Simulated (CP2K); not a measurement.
Runs of CP2K 2026.2 on BeTe. The structure is cubic, space group Fm-3m (No. 225). Conventional cell: a = 5.361 Å, b = 5.361 Å, c = 5.361 Å, α = 90.00°, β = 90.00°, γ = 90.00°. Be (site symmetry m-3m) is surrounded by 6 Te at 2.68 Å. Te (site symmetry m-3m) has 6 Be at 2.68 Å as nearest neighbours. The cell was built by a generator and needn't be a form met in nature.

```tsv
level	potentials or basis	smearing	EPS_DEFAULT	NGRIDS	points a segment of the path (NPOINTS)	bands added on the path	CUTOFF of the grids	gap on the mesh (eV)	pressure (GPa)
LDA	GTH_POTENTIALS Be GTH-PADE-q4, Te GTH-PADE-q6; TZVP-MOLOPT-PBE-GTH basis	fermi-dirac 0.01 eV	1.0E-9	4	8	2	850 Ry	none	-2.3
r2SCAN	POTENTIAL_UZH Be GTH-SCAN-q4, Te GTH-SCAN-q6; TZVP-MOLOPT-SCAN-GTH basis	fermi-dirac 0.05 eV	1.0E-9	5	10	6	1250 Ry	none	1.3
TB-mBJ	POTENTIAL_UZH Be GTH-PBE-q4, Te GTH-PBE-q6; TZVP-MOLOPT-PBE-GTH basis	fermi-dirac 0.05 eV	1.0E-9	4	10	4	1250 Ry	none	-
PBEsol	POTENTIAL_UZH Be GTH-PBE-q4, Te GTH-PBE-q6; TZVP-MOLOPT-PBE-GTH basis	fermi-dirac 0.05 eV	1.0E-10	4	10	4	850 Ry	none	(a)
```

Alike in all rows: task band structure; no spin polarisation; cell as given; k mesh 9 × 9 × 9.

**Question.** Fill in the values left out.

**Answer.** (a) 0.1.

Caveats: spin-orbit coupling is left out, which moves the levels of the heavy elements; the basis of atomic orbitals isn't converged, which shifts pressures, moduli and gaps; the potentials were made for another functional, which shifts forces and pressure (some runs); this is a model potential without an energy functional, so only levels have meaning (some runs).

A k mesh can miss the band edges, and the runs leave out spin-orbit coupling on Te.

A gap of «none» marks a metal or a gap under the smearing width.
